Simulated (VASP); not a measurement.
Input of a VASP 6.6.1 run:

File INCAR:

```
SYSTEM = InPd
PREC     = Accurate       ! precision mode
ENCUT    = 520            ! plane-wave cutoff, eV
EDIFF    = 1E-7           ! SCF threshold, eV
ISMEAR   = 1              ! smearing method
SIGMA    = 0.1            ! smearing width, eV
LREAL    = .FALSE.        ! projectors in reciprocal space
LASPH    = .TRUE.         ! aspherical terms in the spheres
NELM     = 80             ! most SCF steps
ALGO     = Normal         ! electronic algorithm
ISIF     = 2              ! what is computed and relaxed
LWAVE    = .FALSE.        ! write WAVECAR
LCHARG   = .FALSE.        ! write CHGCAR
LMAXMIX  = 4              ! l up to which the mixer works
METAGGA  = MS2            ! meta-GGA
LMIXTAU  = .TRUE.       
NBANDS   = 16             ! bands
BMIX     = 2.0
```

The input KPOINTS:

```
Automatic mesh
0
G
  8 8 8
  0 0 0
```

POSCAR

```
InPd
1.0
    3.2718847800      0.0000000000      0.0000000000
    0.0000000000      3.2718847800      0.0000000000
    0.0000000000      0.0000000000      3.2718847800
In Pd
1 1
Cartesian
    0.0000000000      0.0000000000      0.0000000000
    1.6359423900      1.6359423900      1.6359423900
```

Contents of KPOINTS_OPT:

```
path GXMGRX,MR
20
line-mode
reciprocal
 0.0000000000  0.0000000000  0.0000000000  G
 0.0000000000  0.5000000000  0.0000000000  X

 0.0000000000  0.5000000000  0.0000000000  X
 0.5000000000  0.5000000000  0.0000000000  M

 0.5000000000  0.5000000000  0.0000000000  M
 0.0000000000  0.0000000000  0.0000000000  G

 0.0000000000  0.0000000000  0.0000000000  G
 0.5000000000  0.5000000000  0.5000000000  R

 0.5000000000  0.5000000000  0.5000000000  R
 0.0000000000  0.5000000000  0.0000000000  X

 0.5000000000  0.5000000000  0.0000000000  M
 0.5000000000  0.5000000000  0.5000000000  R
```

Potentials or basis: VASP PAW PBE potentials, release 64 (In_d, Pd).

Launch:

```bash
$ cat potpaw_PBE.64/In_d/POTCAR potpaw_PBE.64/Pd/POTCAR > POTCAR
$ mpirun -np 1 vasp_std > vasp.out
```

**Question.** Estimate the band gap along the path.

**Answer.** None (metal or under the smearing width).

**Question.** Estimate the pressure.

**Answer.** -2.9 GPa.

Levels at the corners of the path, in eV from the Fermi level:
| point | band 8 | band 9 | band 10 | band 11 | band 12 | band 13 | band 14 | band 15 |
| --- | --- | --- | --- | --- | --- | --- | --- | --- |
| Γ | -3.78 | -2.10 | -2.10 | -2.10 | 4.38 | 4.38 | 4.38 | 10.03 |
| X | -3.76 | -3.11 | -3.11 | -2.18 | -1.04 | 9.83 | 9.83 | 10.00 |
| X | -3.76 | -3.11 | -3.11 | -2.18 | -1.04 | 9.83 | 9.83 | 10.00 |
| M | -2.53 | -2.53 | -2.29 | -2.29 | -1.64 | 1.77 | 2.66 | 9.79 |
| M | -2.53 | -2.53 | -2.29 | -2.29 | -1.64 | 1.77 | 2.66 | 9.79 |
| Γ | -3.78 | -2.10 | -2.10 | -2.10 | 4.38 | 4.38 | 4.38 | 10.03 |
| Γ | -3.78 | -2.10 | -2.10 | -2.10 | 4.38 | 4.38 | 4.38 | 10.03 |
| R | -4.77 | -1.60 | -1.60 | 0.33 | 3.86 | 3.86 | 3.86 | 4.58 |
| R | -4.77 | -1.60 | -1.60 | 0.33 | 3.86 | 3.86 | 3.86 | 4.58 |
| X | -3.76 | -3.11 | -3.11 | -2.18 | -1.04 | 9.83 | 9.83 | 10.00 |
| M | -2.53 | -2.53 | -2.29 | -2.29 | -1.64 | 1.77 | 2.66 | 9.79 |
| R | -4.77 | -1.60 | -1.60 | 0.33 | 3.86 | 3.86 | 3.86 | 4.58 |

Caveat: the PAW data sets were made with another functional, which shifts forces and pressure a little; spin-orbit coupling is left out, which moves the levels of the heavy elements.
